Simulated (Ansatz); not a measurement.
## Band structure of Li2O

```yaml
crystal:
  lattice:
    - [0.00000, 2.31315, 2.31315]
    - [2.31315, 0.00000, 2.31315]
    - [2.31315, 2.31315, 0.00000]
  atoms:
    - { symbol: O, position: [0.00000, 0.00000, 0.00000] }
    - { symbol: Li, position: [0.25000, 0.25000, 0.25000] }
    - { symbol: Li, position: [0.75000, 0.75000, 0.75000] }
```

Atom numbers follow the list: O1, Li2, Li3.

The cell was built from the fluorite type and relaxed in the same program, and has space group Fm-3m; it needn't be a known or the stable phase.

The calculation used DFT, PBE, all-electron LAPW, scalar-relativistic (Ansatz 0.2.0).

The runs use a Γ-centred 12×12×12 k mesh, Fermi–Dirac smearing of 0.03 eV, basis error target 1 meV/atom, no spin polarisation.

Points in fractions of the reciprocal vectors of this cell: Γ (0, 0, 0), X (0.5, 0, 0.5), U (0.625, 0.25, 0.625), K (0.375, 0.375, 0.75), L (0.5, 0.5, 0.5), W (0.5, 0.25, 0.75). The path joins them by straight lines in the order Γ–X–U–K–Γ–L–W–X; legs that retrace an earlier one aren't tabulated. Energies are in eV from the top of the valence band.

**Question.** Metal or insulator at this level of theory?

**Answer.** An insulator or semiconductor: gap 4.98 eV, indirect from Γ to X (0.5, 0, 0.5).

**Question.** Tabulate bands 3 to 8, counted from the lowest band of the run, along the path.

**Answer.** 
```
k (1/Å)  point  band 3  band 4  band 5  band 6  band 7  band 8
   0.00      Γ  -15.43    0.00    0.00    0.00    5.23   11.91
   0.34         -15.39   -0.40   -0.23   -0.23    5.71   12.05
   0.68         -15.30   -1.06   -0.73   -0.73    6.08   12.53
   1.02         -15.21   -1.48   -1.19   -1.19    5.43   13.17
   1.36      X  -15.17   -1.59   -1.37   -1.37    4.98   13.50
   1.48         -15.17   -1.59   -1.43   -1.35    5.10   13.31
   1.60         -15.16   -1.59   -1.58   -1.30    5.45   12.85
   1.72         -15.16   -1.80   -1.55   -1.20    5.95   12.22
   1.84      U  -15.16   -2.00   -1.51   -1.08    6.55   11.56
   2.05         -15.16   -2.08   -1.43   -1.10    7.01   10.87
   2.25         -15.16   -2.10   -1.35   -1.18    7.37   10.35
   2.46         -15.16   -2.08   -1.43   -1.10    7.01   10.87
   2.67      K  -15.16   -2.00   -1.51   -1.08    6.55   11.56
   3.03         -15.19   -2.25   -1.25   -0.62    7.94   10.16
   3.39         -15.29   -1.71   -0.79   -0.23    7.05   11.09
   3.75         -15.39   -0.65   -0.25   -0.04    5.82   11.91
   4.11      Γ  -15.43    0.00    0.00    0.00    5.23   11.91
   4.40         -15.40   -0.51   -0.07   -0.07    5.65   11.92
   4.70         -15.33   -1.55   -0.23   -0.23    6.65   11.69
   4.99         -15.25   -2.42   -0.38   -0.38    7.96   10.85
   5.29      L  -15.21   -2.76   -0.44   -0.44    9.19    9.76
   5.53         -15.20   -2.67   -0.62   -0.54    8.72    9.93
   5.77         -15.18   -2.44   -1.00   -0.80    7.94   10.21
   6.01         -15.16   -2.10   -1.35   -1.18    7.37   10.35
   6.25      W  -15.15   -1.81   -1.48   -1.48    7.16   10.39
   6.42         -15.16   -1.75   -1.52   -1.44    6.70   10.96
   6.59         -15.16   -1.60   -1.56   -1.40    5.87   12.06
   6.76         -15.16   -1.59   -1.44   -1.38    5.22   13.07
   6.93      X  -15.17   -1.59   -1.37   -1.37    4.98   13.50
```

Kohn–Sham gaps of semilocal functionals usually fall short of measured ones.
